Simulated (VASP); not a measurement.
# CaSe (Fm-3m) in VASP: notebook

CaSe is run at these levels: PBEsol, LDA; tasks: single point.

Program: VASP 6.6.1. These are calculated values, not measurements. Logs are shortened: lines on timing, memory, paths and dates and some standing lists are left out, and cuts for length are marked.

**The experiment to reproduce.**

A printed reference work, monograph, original work of 1988 reports, for a bulk crystal of CaSe at 2 K: band gap 3.85 eV (indirect).

The runs below are set against these values where they give the same quantity.

**1. The cell of the first run**

The structure is cubic, space group Fm-3m (No. 225). The conventional cell has a = 5.990 Å, b = 5.990 Å, c = 5.990 Å, α = 90.00°, β = 90.00°, γ = 90.00°. Within 3.9 Å of Se (site symmetry m-3m) lie 6 Ca at 2.99 Å. Ca (site symmetry m-3m) has 6 Se at 2.99 Å within 3.9 Å.

**2. Single point, PBEsol (volume scaled by 1.04)**

INCAR reads:

```
PREC = Accurate
ENCUT = 520
EDIFF = 1E-6
ISMEAR = -1
SIGMA = 0.05
LREAL = False
LASPH = True
NELM = 100
ALGO = Normal
ISIF = 2
LWAVE = False
LCHARG = True
GGA = PS
LELF = True
LVHAR = True
NBANDS = 15
```

KPOINTS reads:

```
Automatic mesh
0
Gamma
  8 8 8
```

POSCAR reads:

```
CaSe
1.0
    0.0000000000      2.9948991977      2.9948991977
    2.9948991977      0.0000000000      2.9948991977
    2.9948991977      2.9948991977      0.0000000000
Se Ca
1 1
Direct
    0.5000000000      0.5000000000      0.5000000000
    0.0000000000      0.0000000000      0.0000000000
```

Potentials or basis: VASP PAW PBE potentials, release 64 (Se, Ca_sv).

Run with:

```console
> cat potpaw_PBE.64/Se/POTCAR potpaw_PBE.64/Ca_sv/POTCAR > POTCAR
> mpirun -np 1 vasp_std > vasp.out
```

OUTCAR:

```text
PREC = Accurate
   ENCUT = 520
   EDIFF = 1E-6
   ISMEAR = -1
   LREAL = False
   LASPH = True
   NELM = 100
   ISIF = 2
   GGA = PS

 ion  position               nearest neighbor table
   1  0.500  0.500  0.500-
   2  0.000  0.000  0.000-

  LATTYP: Found a face centered cubic cell.
 ALAT       =     5.9897983954

  Lattice vectors:

 A1 = (   0.0000000000,   2.9948991977,   2.9948991977)
 A2 = (   2.9948991977,   0.0000000000,   2.9948991977)
 A3 = (   2.9948991977,   2.9948991977,   0.0000000000)

Analysis of symmetry for initial positions (statically):
=====================================================================
 Subroutine PRICEL returns:
 Original cell was already a primitive cell.

 Routine SETGRP: Setting up the symmetry group for a
 face centered cubic supercell.

 Subroutine GETGRP returns: Found 48 space group operations
 (whereof 48 operations were pure point group operations)
 out of a pool of 48 trial point group operations.

The static configuration has the point symmetry O_h .

Analysis of symmetry for dynamics (positions and initial velocities):
=====================================================================
 Subroutine PRICEL returns:
 Original cell was already a primitive cell.

 Routine SETGRP: Setting up the symmetry group for a
 face centered cubic supercell.

 Subroutine GETGRP returns: Found 48 space group operations
 (whereof 48 operations were pure point group operations)
 out of a pool of 48 trial point group operations.

The dynamic configuration has the point symmetry O_h .

 Subroutine INISYM returns: Found 48 space group operations
 (whereof 48 operations are pure point group operations),
 and found     1 'primitive' translations

----------------------------------------------------------------------------------------

                                     Primitive cell

  volume of cell :      53.7250

  direct lattice vectors                    reciprocal lattice vectors
     0.000000000  2.994899198  2.994899198    -0.166950527  0.166950527  0.166950527
     2.994899198  0.000000000  2.994899198     0.166950527 -0.166950527  0.166950527
     2.994899198  2.994899198  0.000000000     0.166950527  0.166950527 -0.166950527

  length of vectors
     4.235427063  4.235427063  4.235427063     0.289166795  0.289166795  0.289166795

  position of ions in fractional coordinates (direct lattice)
     0.500000000  0.500000000  0.500000000
[... 81 lines left out ...]
   NSW    =      0    number of steps for IOM
   IBRION =     -1    ionic relax: 0-MD 1-quasi-New 2-CG
   NFREE  =      0    steps in history (QN), initial steepest desc. (CG)
   ISIF   =      2    stress and relaxation
   ISYM   =      2    0-nonsym 1-usesym 2-fastsym
   POTIM  = 0.5000    time-step for ionic-motion
   TEBEG  =    0.0;   TEEND  =   0.0 temperature during run
   PSTRESS=    0.0 pullay stress
   NELECT =      16.0000    total number of electrons
   NUPDOWN=      -1.0000    fix difference up-down
   EMIN   =  10.00;   EMAX   =-10.00  energy-range for DOS
   EFERMI =   0.00;   METHOD = LEGACY
   ISMEAR =    -1;   SIGMA  =   0.05  broadening in eV -4-tet -1-fermi 0-gaus
   EFERMI_NEDOS =   21; number of points for ismear=-14 and -15
   IALGO  =     38    algorithm
   IMIX   =      4    mixing-type and parameters
     AMIX     =   0.40;   BMIX     =  1.00
     AMIX_MAG =   1.60;   BMIX_MAG =  1.00
  volume/ion in A,a.u.               =      26.86       181.28
  Fermi-wavevector in a.u.,A,eV,Ry     =   1.093258  2.065958 16.261857  1.195213
  Thomas-Fermi vector in A             =   2.229540
   LORBIT       =      0    0 simple, 1 ext, 2 COOP (PROOUT), +10 PAW based schemes
   GGA     = PS    functional components
   LHFCALC =     F    Hartree Fock is set to
   AEXX    =    0.0000 exact exchange contribution
   IVDW    =     0    specifies the selected vdW correction
   LEPSILON=     F    determine dielectric tensor
   LRPA    =     F    only Hartree local field effects (RPA)
 non-spin polarized calculation
  energy-cutoff  :      520.00
  volume of cell :       53.73
 maximum number of plane-waves:      1459
   NGX = 15   NGY = 15   NGZ = 15

 number of electron      15.9999998 magnetization

 Free energy of the ion-electron system (eV)
  ---------------------------------------------------
  ext. energy  EPLUGINS =         0.00000000
  ---------------------------------------------------
  free energy    TOTEN  =       -10.04870821 eV

  energy without entropy =      -10.04870821  energy(sigma->0) =      -10.04870821

 E-fermi :   3.1347     XC(G=0):  -9.1682

 val. band max:        2.0883729362   @ k =   0.0000   0.0000   0.0000
 cond. band min:       4.1044885310   @ k =   0.5000   0.5000   0.0000
 fundamental gap:      2.0161155947
 Fermi energy:         3.1347152552

 k-point     1 :       0.0000    0.0000    0.0000
  band No.  band energies     occupation
      1     -37.5665      2.00000
      2     -18.6335      2.00000
      3     -18.6335      2.00000
      4     -18.6335      2.00000
      5      -9.6090      2.00000
      6       2.0884      2.00000
      7       2.0884      2.00000
      8       2.0884      2.00000
      9       5.0761      0.00000
     10       5.7506      0.00000
     11       5.7506      0.00000
     12       5.7506      0.00000
     13       6.3146      0.00000
     14       6.3146      0.00000
[... 401 lines left out ...]
      2     -18.7144      2.00000
      3     -18.6625      2.00000
      4     -18.6485      2.00000
      5      -8.9793      2.00000
      6      -0.6669      2.00000
      7       0.5153      2.00000
      8       0.9066      2.00000
      9       6.4492      0.00000
     10       6.7433      0.00000
     11       7.6917      0.00000
     12       7.9145      0.00000
     13       8.2665      0.00000
     14       9.1195      0.00000
     15      10.3971      0.00000

 [... further k-points ...]
[... 5 lines left out ...]
  --------------------------------------------------------------------------------------
  -------------------------------------------------------------------------------------
  Total       -0.8881484     -0.8881484     -0.8881484      0.0000000      0.0000000      0.0000000
  in kB      -26.4861903    -26.4861903    -26.4861903      0.0000000      0.0000000      0.0000000
  external PRESSURE =     -26.4861903 kB  Pullay stress =       0.0000000 kB

 VOLUME and BASIS-vectors are now :
 -----------------------------------------------------------------------------
  energy-cutoff  :      520.00
  volume of cell :       53.73
      direct lattice vectors                 reciprocal lattice vectors
     0.000000000  2.994899198  2.994899198    -0.166950527  0.166950527  0.166950527
     2.994899198  0.000000000  2.994899198     0.166950527 -0.166950527  0.166950527
     2.994899198  2.994899198  0.000000000     0.166950527  0.166950527 -0.166950527

 POSITION                                       TOTAL-FORCE (eV/Angst)
 -----------------------------------------------------------------------------------
      2.99490      2.99490      2.99490        -0.000000     -0.000000      0.000000
      0.00000      0.00000      0.00000         0.000000      0.000000     -0.000000
 -----------------------------------------------------------------------------------
    total drift:                                0.000000     -0.000000     -0.000000

  FREE ENERGIE OF THE ION-ELECTRON SYSTEM (eV)
  ---------------------------------------------------
  free  energy   TOTEN  =       -10.0487082101 eV

  energy  without entropy=      -10.0487082101  energy(sigma->0) =      -10.04870821
```

stdout:

```text
POSCAR found type information on POSCAR SeCa
 POSCAR found :  2 types and       2 ions
 scaLAPACK will be used
 -----------------------------------------------------------------------------
|                                                                             |
|                                                                             |
|     You enforced a specific xc type in the INCAR file but a different       |
|     I HOPE YOU KNOW WHAT YOU ARE DOING!                                     |
|                                                                             |
 -----------------------------------------------------------------------------

 LDA part: xc-table for (Slater+PW92), standard interpolation
 POSCAR, INCAR and KPOINTS ok, starting setup
 FFT: planning ... GRIDC
 FFT: planning ... GRID_SOFT
 FFT: planning ... GRID
 WAVECAR not read
 entering main loop
```

Run time: 36 s. Hardware: 1 thread of AMD EPYC 7R13 (Zen 3), shared host; peak memory 0.15 GiB.

Results:

```
Free energy            : -10.0487 eV
Pressure               : -2.6 GPa
Band gap on the k mesh : 2.02 eV, indirect (least direct gap 2.93 eV)
```

Caveat: the cell differs from its parent crystal (volume scaled by 1.04); the PAW data sets were made with another functional, which shifts forces and pressure a little.

**3. Single point, LDA (volume scaled by 1.06)**

INCAR reads:

```
SYSTEM = CaSe
ALGO = Normal ; EDIFF = 1E-6
ENCUT = 520 ; GGA = CA
ISIF = 2 ; ISMEAR = -1
LASPH = .TRUE. ; LCHARG = .FALSE.
LREAL = .FALSE. ; LWAVE = .FALSE.
NBANDS = 15 ; NELM = 80
PREC = Accurate ; SIGMA = 0.05
```

KPOINTS reads:

```
k-points
0
G
  8 8 8
  0 0 0
```

POSCAR reads:

```
CaSe
1.0
    0.0000000000      3.0139755031      3.0139755031
    3.0139755031      0.0000000000      3.0139755031
    3.0139755031      3.0139755031      0.0000000000
Se Ca
1 1
Direct
    0.5000000000      0.5000000000      0.5000000000
    0.0000000000      0.0000000000      0.0000000000
```

Potentials or basis: VASP PAW LDA potentials, release 64 (Se, Ca_sv).

Run with:

```console
> cat potpaw_LDA.64/Se/POTCAR potpaw_LDA.64/Ca_sv/POTCAR > POTCAR
> mpirun -np 1 vasp_std > vasp.out
```

Wall time 22 s (1 thread of AMD EPYC 7R13 (Zen 3), shared host); peak memory 0.13 GiB.

Results (log left out):

- Free energy: -10.4783 eV
- Pressure: -5.2 GPa
- Band gap on the k mesh: 1.99 eV, indirect (least direct gap 2.81 eV)

Levels at points of the mesh, in eV from the valence-band top:
```tsv
k point	band 6	band 7	band 8	band 9	band 10	band 11
(0.00, 0.00, 0.00)	0.00	0.00	0.00	2.81	3.56	3.56
(0.50, 0.00, 0.00)	-3.13	-1.11	-1.11	4.27	5.16	5.21
(0.50, 0.50, 0.00)	-2.40	-0.89	-0.89	1.99	4.59	4.83
```

Caveat: the cell differs from its parent crystal (volume scaled by 1.06). A k mesh can miss the band edges.

**4. Single point, PBEsol**

This run uses another cell than the first one, of 25.83 Å³/atom, 0.962 times its volume.

INCAR reads:

```
PREC = Accurate ; ENCUT = 520
EDIFF = 1E-6 ; ISMEAR = 0
SIGMA = 0.02 ; LREAL = F
LASPH = T ; NELM = 80
ALGO = Normal ; ISIF = 2
LWAVE = F ; LCHARG = F
GGA = PS ; NBANDS = 15
```

KPOINTS reads:

```
Automatic mesh
0
Gamma
  8 8 8
```

POSCAR reads:

```
CaSe
1.0
    0.0000000000      2.9560000000      2.9560000000
    2.9560000000      0.0000000000      2.9560000000
    2.9560000000      2.9560000000      0.0000000000
Se Ca
1 1
Direct
    0.5000000000      0.5000000000      0.5000000000
    0.0000000000      0.0000000000      0.0000000000
```

Potentials or basis: VASP PAW PBE potentials, release 64 (Se, Ca_sv).

Run with:

```console
> cat potpaw_PBE.64/Se/POTCAR potpaw_PBE.64/Ca_sv/POTCAR > POTCAR
> mpirun -np 1 vasp_std > vasp.out
```

It took 8.5 s on 1 thread of Intel Xeon 6975P-C (Granite Rapids), shared host; peak memory 0.18 GiB.

The run converged. Its results:

```yaml
Free_energy: -10.0717 eV
Pressure: -0.9 GPa
Band_gap_on_the_k_mesh: 1.92 eV, indirect (least direct gap 2.87 eV)
```

Levels at points of the mesh, in eV from the valence-band top:
```tsv
k point	band 5	band 6	band 7	band 8	band 9	band 10	band 11	band 12
(0.00, 0.00, 0.00)	-11.83	0.00	0.00	0.00	3.19	3.65	3.65	3.65
(0.50, 0.00, 0.00)	-11.12	-3.34	-1.22	-1.22	4.38	5.45	5.49	5.49
(0.50, 0.50, 0.00)	-11.24	-2.56	-0.95	-0.95	1.92	4.94	5.04	6.03
```

Caveat: the PAW data sets were made with another functional, which shifts forces and pressure a little.

**5. Summary**

| level | potentials or basis | cell | smearing | gap on the mesh (eV) | pressure (GPa) |
| --- | --- | --- | --- | --- | --- |
| PBEsol | VASP PAW PBE potentials, release 64 (Se, Ca_sv) | a = 4.235 Å, angles 60.0°, 2 atoms | fermi-dirac 0.05 eV | 2.02 | -2.6 |
| LDA | VASP PAW LDA potentials, release 64 (Se, Ca_sv) | a = 4.262 Å, angles 60.0°, 2 atoms | fermi-dirac 0.05 eV | 1.99 | -5.2 |
| PBEsol | VASP PAW PBE potentials, release 64 (Se, Ca_sv) | a = 4.180 Å, angles 60.0°, 2 atoms | gaussian 0.02 eV | 1.92 | -0.9 |

Alike in all rows: task single point; no spin polarisation; k mesh 8 × 8 × 8; cutoff (eV) 520.

Caveats: the PAW data sets were made with another functional, which shifts forces and pressure a little (some runs).

Absolute energies hang on the potentials; compare differences alone.

**6. Against experiment**

Step 4. Against the measured gap of CaSe, 3.85 eV (indirect; 2 K; a printed reference work, monograph, original work of 1988), the calculated 1.92 eV is off by -1.93 eV. So large a miss can be the level of theory's own, or it may mean another phase, state or a wrong row. Spin-orbit coupling on Se is left out. The value is that of PBEsol on a finite k mesh, which can miss the band edges, without temperature or zero-point motion. Semilocal functionals fall short of measured gaps as a rule.
